# When a good bulk modulus hides a wrong volume

RPBE has a name for making crystals too large, and a stretched crystal is easier to squeeze. On that ground all six bulk moduli below should come out too low, even if the added D3 attraction softens the effect. Only the two covalent compounds, BAs and BN, do so. The four metals lie at or above the measured values.

Bulk moduli of six crystals, computed with ABINIT 10.8.3 using the RPBE functional and D3 dispersion, without spin polarisation or spin-orbit coupling and with Fermi-Dirac smearing of 0.05 eV. Each computed modulus is taken at the minimum of a curve fitted to the energies at seven equally spaced volumes, from 6% below to 6% above that of the given cell.

| formula | space group | volume of the given cell (Å³/atom) | potentials or basis | wave cutoff (eV) | k-mesh | computed bulk modulus (GPa) | measured bulk modulus (GPa) | range of the values found (GPa) | what was measured, and how | source | computed over measured, less one (%) |
| --- | --- | --- | --- | --- | --- | --- | --- | --- | --- | --- | --- |
| BAs | F-43m | 13.63 | JTH PAW PBE v2.0 | 408.2 | 10x10x10 | 129.7 | 148 | one value | literature experimental value; not stated; bulk crystal | arXiv:1911.11281 (2019) | -12.4 |
| Ta | Im-3m | 18.01 | JTH PAW PBE v2.0 | 408.2 | 11x11x11 | 201.0 | 194 | 194 to 198 | experimental value at ambient conditions; not stated; bulk crystal | arXiv:1910.08312 (2019) | 3.6 |
| Rh | Fm-3m | 13.67 | JTH PAW PBE v2.0 | 544.2 | 12x12x12 | 265.7 | 264 | one value | K0 from ultrasound; ultrasound; bulk crystal | pmc:11535440 (2024) | 0.6 |
| W | Im-3m | 15.85 | JTH PAW PBE v2.0 | 408.2 | 12x12x12 | 310.7 | 307 | one value | isotropic polycrystalline bulk modulus K, bounded above by the literature value in the fit; surface Brillouin spectroscopy; bulk crystal | arXiv:1710.07581 (2017) | 1.2 |
| Ir | Fm-3m | 14.06 | JTH PAW PBE v2.0 | 462.6 | 12x12x12 | 356.4 | 339 | one value | B0 at ambient pressure, third-order Birch-Murnaghan; high-pressure powder XRD; powder | pmc:6586894 (2019) | 5.1 |
| BN | F-43m | 5.96 | JTH PAW PBE v2.0 | 707.5 | 13x13x13 | 377.7 | 395 | 395 to 400 | isothermal B0, Vinet fit; equation-of-state measurement; bulk crystal | arXiv:1208.3664 (2012) | -4.4 |

The last column invites the reading that the method fails for BAs, by −12% of the measured modulus, and works for tantalum, at +4%. The first half of that reading is incomplete, and the second is unsafe. A bulk modulus is the volume times the curvature of the energy curve, taken at the minimum of that curve. An error in the place of the minimum therefore enters the modulus, and it enters enlarged.

**How a volume error grows.** When a solid is compressed, the repulsion between overlapping electron clouds rises steeply, so the solid stiffens as it shrinks. To a good approximation the modulus B grows linearly with pressure P: B = B₀ + B₀′P. Here B₀ is the modulus at the minimum and B₀′ is a pure number, close to 4 for many solids. Since B is also −V dP/dV, it follows that dB/dV = −B₀′B/V, and hence

B(V) = B₀ (V₀/V)^B₀′,

where V₀ is the volume at the minimum. One per cent too much volume thus costs about four per cent of the modulus.

**BAs worked through.** The given cell of BAs comes from a database and is assumed here to lie close to the measured volume, which was not checked. The computed minimum lies 1.66% above it. With B₀ = 129.7 GPa and B₀′ = 4.14, the modulus at the given cell is 129.7 × 1.0166^4.14 ≈ 139 GPa. The measured value is 148 GPa, so half of the deficit disappears once the crystal is held at its proper size. The curvature read directly from three energies around the given cell also gives 139 GPa. These energies belong to the curve that supplied B₀ and B₀′, so the agreement supports the formula and is no separate test of the functional.

**Why the minimum moves.** Theory gives a clear reason for the expansion. RPBE lowers the exchange energy strongly wherever the electron density changes fast compared with its own size. Pulling atoms apart thins out the density between them and makes its relative variation larger, so the functional rewards the stretched crystal. This acts like a small outward pull on the cell, and the crystal settles where its bonds are weaker and its energy curve is flatter.

D3 works against this pull. It adds an attraction between pairs of atoms that strengthens as they approach, though it is damped at bond lengths, and it usually draws the cell inwards. Whether a crystal ends up too large or too small depends on the balance of the two. Every row contains both, so the table shows their sum and not their shares. Every row also combines RPBE with potentials made for PBE, an inconsistency whose effect on volume and modulus is not tested here.

**Tantalum, the opposite case.** Here the given cell is again assumed to be close to the measured volume, but the computed minimum lies 1.6% below it. The computed 201 GPa therefore belongs to a crystal that is slightly squeezed. Carried to the given cell by the same formula, the modulus drops to about 188 GPa, which is 3% below the measured 194 GPa instead of 4% above. Taken at face value, the good agreement in the table thus joins two errors of opposite sign: a cell that is too small and a crystal that is somewhat too soft for its size.

The cutoff of 408.2 eV may be too short for tantalum. If the small cell does not come from that, a possible reason is that D3 pulls too hard in a metal. Its pairwise attraction is built for atoms whose electrons stay at home, whereas mobile electrons in a metal screen the charge fluctuations from which the attraction arises. This remains a conjecture here. A run of tantalum without D3 would show how far the attraction draws the cell in, though not whether missing screening is the reason.

**Roughness as a second warning.** Tantalum also shows how an unreliable energy curve betrays itself. For equally spaced volumes, the sum of two neighbouring energies less twice the middle one measures the local curvature, and it should fall steadily as the crystal grows. In BAs and BN it does. In tantalum it jumps: three neighbouring energies give a local modulus of 242 GPa at 2% below the given cell, and 153 GPa at the cell itself. On a smooth curve the modulus would change by about 9% over such a step.

The fit through seven energies averages over much of this scatter, but it can't remove all of it. The reversal of sign in tantalum is only a few per cent, and it rests on the roughest curve of the table. It should be read as a warning against trusting the agreement, not as a precise correction. Rhodium and iridium show milder jumps, and tungsten's curvature falls throughout but in uneven steps.

The roughness has several possible sources. At a fixed cutoff the number of plane waves changes in steps as the cell grows, and each step can shift the energy slightly. In a metal, levels also cross the Fermi energy as the volume changes, and a finite k-mesh with narrow smearing counts them unevenly. That the metals are rough and the two compounds with a band gap are smooth fits this second source, but does not prove it. In tantalum a change of electronic state along the curve is also possible. Repeating the curve first with a higher cutoff and then with a denser k-mesh would help to tell them apart: scatter from the basis should shrink in the first test and scatter from the mesh in the second, while a real change of state should survive both.

**The reference can fail too.** Iridium seems to be 5% too stiff, but its reference of 339 GPa is a single value from compression of a powder. Such an experiment obtains B₀ and B₀′ from one curve, and a lower B₀ can be traded for a higher B₀′ with almost the same quality of fit. The computed side is uncertain as well: local moduli taken from volume steps of 2% and of 6% differ by about 9%, which is more than the discrepancy itself. Spin-orbit coupling is also left out, and its effect on this heavy metal is not tested here. This row is therefore weak evidence against the method. For rhodium and tungsten the differences of about 1% are too small to be called errors at all, and the tungsten reference was itself bounded by a literature value, so it is not an independent measurement.

What is left as a failure of the approximation is the softness of the covalent compounds. In BAs about 6% remains at the assumed proper volume, judged against one literature value. Like all the measured values here, it was read out of the cited paper by a program, and it may be wrong or belong to an imperfect sample. The shift of the minimum can't explain this remainder, and the table doesn't show its cause. Temperature and zero-point motion usually lower a measured modulus, so removing them from the measurement would widen the full deficit of 12%. It need not widen the remainder, because the proper volume would shrink as well and the computed modulus would rise with it. BN is too soft by 4%, yet its computed minimum lies 0.3% below the given cell. If that cell, too, is close to the measured one, a stretched crystal can't explain the softness of BN.

**A neighbouring series.** The same six crystals treated with PBEsol, a functional made for solids, would feel a weaker reward for density variation. Their cells would generally be smaller than with RPBE alone, and their moduli higher. The order of questions would stay the same: first whether the volume is right, then whether the energy curve is smooth, and only then whether the modulus agrees. The printed analysis below gives the shifted minima and the local curvatures for each crystal.

Printed output of the fit:

```
Minimum and modulus:
  row  'fitted minimum above given cell (%)'  'modulus at minimum (GPa)'  'modulus carried to given cell (GPa)'
  BAs                                  1.657                       129.7                                  138.8
   Ta                                 -1.554                         201                                  187.5
   Rh                                 0.4196                       265.7                                  270.3
    W                                -0.2899                       310.7                                  307.6
   Ir                                 0.5931                       356.4                                  367.4
   BN                                -0.2974                       377.7                                  373.5
Second differences of the energy (meV/atom) by volume against the given cell:
  row  'at -4 %'  'at -2 %'  'at given cell'  'at +2 %'  'at +4 %'  'number of rises'  'rms of fit (meV/atom)'
  BAs       5.67       5.33             4.72       4.25       3.85                  0                  0.02027
   Ta       9.88      11.11             6.88       7.41       8.06                  3                   0.3609
   Rh      10.57      11.34             8.42       8.53       7.68                  2                   0.1753
    W      15.35      12.76            12.28      10.87      10.83                  0                   0.1608
   Ir      16.41      15.27            11.83      12.11      10.05                  1                   0.1681
   BN      6.697      6.125            5.581      5.061      4.568                  0                 0.009056
Modulus at the given cell from three energies (GPa):
  row  'steps of 2 %'  'steps of 6 %'  'narrow above wide (%)'
  BAs           138.7           139.9                  -0.8403
   Ta             153           186.9                   -18.12
   Rh           246.7             271                   -8.973
    W           310.4           309.7                   0.2176
   Ir             337           369.5                   -8.774
   BN           375.1           376.2                  -0.2997
BAs computed less measured modulus (GPa): -18.3
BAs error left at the given cell (%): -6.193
BAs part of the deficit removed by going to the given cell (%): 49.91
Ta error at the given cell (%): -3.35
Ta local modulus at 2 % below the given cell (GPa): 242.1
BN computed less measured modulus (GPa): -17.3
Ir computed less measured modulus (GPa): 17.4
```
